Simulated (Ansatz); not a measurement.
Runs of Ansatz 0.2.0 on InSe. Symmetry: P-6m2, No. 187, hexagonal system. The conventional cell has a = 4.047 Å, b = 4.047 Å, c = 18.052 Å, α = 90.00°, β = 90.00°, γ = 120.00°. In (site symmetry 3m) has 3 Se at 2.65 Å and 1 In at 2.79 Å as nearest neighbours. Around In (site symmetry 3m) lie 3 Se at 2.65 Å and 1 In at 2.79 Å. Around Se (site symmetry 3m) lie 3 In at 2.65 Å. Around Se (site symmetry 3m) lie 3 In at 2.65 Å. Measurements of this composition are mostly on another form, of space group No. 160.

```tsv
task	level	cell	k mesh	cutoff (eV)	smearing	points for each segment of the path	target pressure (GPa)	gap on the mesh (eV)	pressure (GPa)	largest force (eV/Å)
band structure	r2SCAN	as given	8 × 8 × 2	500	fermi-dirac 0.05 eV	10	-	1.14	-0.1	0.03
band structure	PBEsol	as given	8 × 8 × 2	420	fermi-dirac 0.05 eV	10	-	0.64	-0.8	0.06
relaxation of cell and atoms	LDA	relaxed	8 × 8 × 2	420	fermi-dirac 0.05 eV	-	-	(a)	0.0	-
band structure	PBE	as given	6 × 6 × 2	420	fermi-dirac 0.05 eV	10	-	0.73	1.4	0.24
single point	PBE	strained by -1 %	6 × 6 × 2	420	fermi-dirac 0.05 eV	-	-	0.69	1.9	(c)
single point	PBE	as given	8 × 8 × 2	420	gaussian 0.011 eV	-	-	0.73	1.4	0.24
relaxation of cell and atoms	PBE	relaxed to 30 GPa	6 × 6 × 2	420	fermi-dirac 0.05 eV	-	30	none	30.0	-
single point	PBE	strained by +4 %	6 × 6 × 2	420	fermi-dirac 0.05 eV	-	-	0.87	-0.1	0.25
band structure	LDA	as given	8 × 8 × 2	420	fermi-dirac 0.05 eV	10	-	0.50	-2.3	(b)
```

Alike in all rows: potentials or basis Ansatz PAW; no spin polarisation.

Question: Fill in the values left out.

Answer: (a) 0.18; (b) 0.15; (c) 0.32.

Caveats: spin-orbit coupling is left out, which moves the levels of the heavy elements (some runs); this functional lacks dispersion, which binds the layers, so the pressure and a relaxed spacing across them are unreliable (some runs); the PAW data sets come from PBE, with cores solved anew for the run's functional, which leaves a small shift of forces and pressure (some runs); the plane-wave basis is chosen anew once the cell has moved, so the energies of steps on either side of that aren't comparable (some runs).

A k mesh can miss the band edges, and the runs leave out spin-orbit coupling on In, Se.

A gap of «none» marks a metal or a gap under the smearing width.
